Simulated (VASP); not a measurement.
Runs of VASP 6.6.1 on Pb. The structure is hexagonal, space group P6_3/mmc (No. 194). Conventional cell: a = 3.480 Å, b = 3.480 Å, c = 5.590 Å, α = 90.00°, β = 90.00°, γ = 120.00°. Around Pb (site symmetry -6m2) lie 12 Pb at 3.44 to 3.48 Å. This isn't the form of Pb at room conditions, which is fcc.

```tsv
task	cell	k mesh	cutoff (eV)	gap on the mesh (eV)	pressure (GPa)
relaxation of cell and atoms	relaxed	15 × 15 × 8	600	none	0.0
single point	P6_3/mmc, 30.33 Å³/atom	15 × 15 × 8	520	none	-0.1
single point	P6_3/mmc, 33.36 Å³/atom	15 × 15 × 8	520	none	-3.5
single point	P6_3/mmc, 29.31 Å³/atom	6 × 6 × 4	520	none	(a)
```

Alike in all rows: level PBE+D3(BJ); potentials or basis VASP PAW PBE potentials, release 64 (Pb_d); no spin polarisation; smearing gaussian 0.1 eV.

Task: Fill in the values left out.

Result: (a) 2.1.

Caveats: pairwise dispersion overbinds metals, which lowers pressure and volume.

A k mesh can miss the band edges, and the runs leave out spin-orbit coupling on Pb.

A gap of «none» marks a metal or a gap under the smearing width.
